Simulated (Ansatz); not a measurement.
**Work and stress of cleavage in C**

Theory: DFT r2SCAN, scalar-relativistic, plane waves, PAW (Ansatz). The runs took a 500 eV cutoff, a Γ-centred 10×10×3 mesh and Gaussian smearing (0.05 eV). No spin polarisation. Energies are free energies at this smearing, counted from the undisturbed cell; pressure is positive in compression.

The starting cell (relaxed at this level):

```xyz
10
Lattice="-2.5113 0.0000 0.0000 -1.2557 -2.1749 0.0000 1.2557 0.7250 10.3360" Properties=species:S:1:pos:R:3 pbc="T T T"
C     0.7526    0.4345    6.9649
C    -3.0144   -1.7403    5.4258
C     0.7526    0.4345    9.5658
C    -3.0144   -1.7403    2.8250
C    -0.5030   -0.2904    0.7701
C    -3.0144   -1.7403    1.2847
C    -0.5030   -0.2904    7.4828
C    -1.7587   -1.0154    4.9080
C    -0.5030   -0.2904    9.0481
C    -1.7587   -1.0154    3.3427
```

The cut lies on the cell's a–b face, a (0 0 1) plane (indices in the standard cell, whose axes needn't be the Cartesian ones shown) of area 5.46 Å², between layers 1.54 Å apart. Vector c is lengthened by d along the normal with the atoms' Cartesian places fixed: one unrelaxed cut a cell. The traction is positive where the two halves pull on each other.

| d (Å) | energy (J/m²) | traction (GPa) |
| --- | --- | --- |
| -0.30 | 5.77 | -506.4 |
| -0.15 | 1.07 | -162.8 |
| 0.00 | 0.00 | 0.0 |
| 0.25 | 1.48 | 95.5 |
| 0.50 | 4.12 | 108.7 |
| 0.75 | 6.73 | 98.5 |
| 1.00 | 9.00 | 82.4 |
| 1.50 | 12.30 | 51.0 |
| 2.00 | 14.24 | 27.6 |
| 3.00 | 15.65 | 4.8 |
| 6.00 | 15.85 | 0.0 |

Q: What are the work of separation and the cleavage stress, and do they fit the universal binding curve?

A: The energy levels off near W ≈ 15.85 J/m² (the traction is down to 0.0 GPa), the energy of the two unrelaxed faces, 7.93 J/m² each on average. The largest sampled traction is 108.7 GPa at d = 0.50 Å, and a parabola through it and its two neighbours peaks at σ_max ≈ 108.8 GPa, d ≈ 0.52 Å. The curve E = W[1 − (1 + d/ℓ)exp(−d/ℓ)] peaks in traction at d = ℓ with σ_max = W/(eℓ); with 1 J/m² per Å = 10 GPa this W and σ_max give ℓ = 0.54 Å. A parabola through that curve at the same three d peaks at 0.57 Å, against 0.52 Å here, a fair fit. The opened faces are metallic here, and spin polarisation, left out, could lower W. Real crystals break at far lower stress, because cracks concentrate it, and on the plane of lowest W, which needn't be this one.

The cut is rigid; relaxing the faces lowers these energies and usually the stresses.

The gap closes along the scan, which can put kinks into the curve.

Cost: 11 runs of about 5.8 core-minutes in all, on Intel Xeon Platinum 8375C (Ice Lake) (shared hosts).